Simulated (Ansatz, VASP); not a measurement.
This is a calculation of SiC for Ansatz 0.2.0.

Contents of input.yaml:

```yaml
crystal:
  lattice:
    - [3.0756941497, 0.0, 0.0]
    - [-1.5378470748, 2.6636292679, 0.0]
    - [0.0, 0.0, 10.07064648]
  atoms:
    - { symbol: Si, position: [0.0, 0.0, 0.18789438] }
    - { symbol: Si, position: [0.0, 0.0, 0.68789438] }
    - { symbol: Si, position: [0.3333333333, 0.6666666667, 0.43784198] }
    - { symbol: Si, position: [0.6666666667, 0.3333333333, 0.93784198] }
    - { symbol: C, position: [0.0, 0.0, 0.00046005] }
    - { symbol: C, position: [0.0, 0.0, 0.50046005] }
    - { symbol: C, position: [0.3333333333, 0.6666666667, 0.24980259] }
    - { symbol: C, position: [0.6666666667, 0.3333333333, 0.74980259] }
hamiltonian:
  xc: rpbe
  pseudopotentials: { kind: paw }
  dispersion: d3bj
kpoints:
  mp_grid: { grid: [10, 10, 3] }
scf:
  occupations: { method: fermi_dirac, width: 0.05 }
output:
  forces: true
  stress: true
relax:
  f_tol: 0.01
  max_steps: 40
  cell: { stress_tol: 0.05 }
```

Potentials or basis: Ansatz PAW.

Run with:

```bash
$ ansatz run input.yaml --threads 4 --pin off --max-ram 11264MiB --backend cpu --events-out ev --progress --plain --runs-dir out
```

Problem. Set up the same calculation for VASP 6.6.1. Potentials there: VASP PAW PBE potentials, release 64 (Si, C).

Solution. As run (the cutoff follows the program's own potentials):

Contents of INCAR:

```
  PREC = Accurate
  ENCUT = 600
  EDIFF = 1E-6
  ISMEAR = -1
  SIGMA = 0.05
  LREAL = False
  LASPH = True
  NELM = 60
  ALGO = Normal
  ISIF = 3
  LWAVE = False
  LCHARG = False
  GGA = RP
  IVDW = 12
  IBRION = 2
  NSW = 40
  EDIFFG = -0.01
```

File KPOINTS:

```
Automatic mesh
0
Gamma
  10 10 3
```

File POSCAR:

```
SiC
1.0
    3.0756941497      0.0000000000      0.0000000000
   -1.5378470748      2.6636292679      0.0000000000
    0.0000000000      0.0000000000     10.0706464800
Si C
4 4
Direct
    0.0000000000      0.0000000000      0.1878943800
    0.0000000000      0.0000000000      0.6878943800
    0.3333333333      0.6666666667      0.4378419800
    0.6666666667      0.3333333333      0.9378419800
    0.0000000000      0.0000000000      0.0004600500
    0.0000000000      0.0000000000      0.5004600500
    0.3333333333      0.6666666667      0.2498025900
    0.6666666667      0.3333333333      0.7498025900
```

Potentials or basis: VASP PAW PBE potentials, release 64 (Si, C).

Launch:

```console
$ cat potpaw_PBE.64/Si/POTCAR potpaw_PBE.64/C/POTCAR > POTCAR
$ mpirun -np 1 vasp_std > vasp.out
```

Both were run:

|  | VASP | Ansatz | Ansatz less VASP |
| --- | --- | --- | --- |
| relaxed volume (Å³/atom) | 9.59 | 9.62 | +0.034 |
| relaxed cell length with the largest relative difference (Å) | 3.003 | 3.007 | +0.0036 |
| energy change over the relaxation (meV/atom) | -38 | -34 | +3.5 |

Caveats: the PAW data sets were made with another functional, which shifts forces and pressure a little (VASP); the plane-wave basis is chosen anew once the cell has moved, so the energies of steps on either side of that aren't comparable (Ansatz); the PAW data sets come from PBE, with cores solved anew for the run's functional, which leaves a small shift of forces and pressure (Ansatz). A k mesh can miss the band edges.
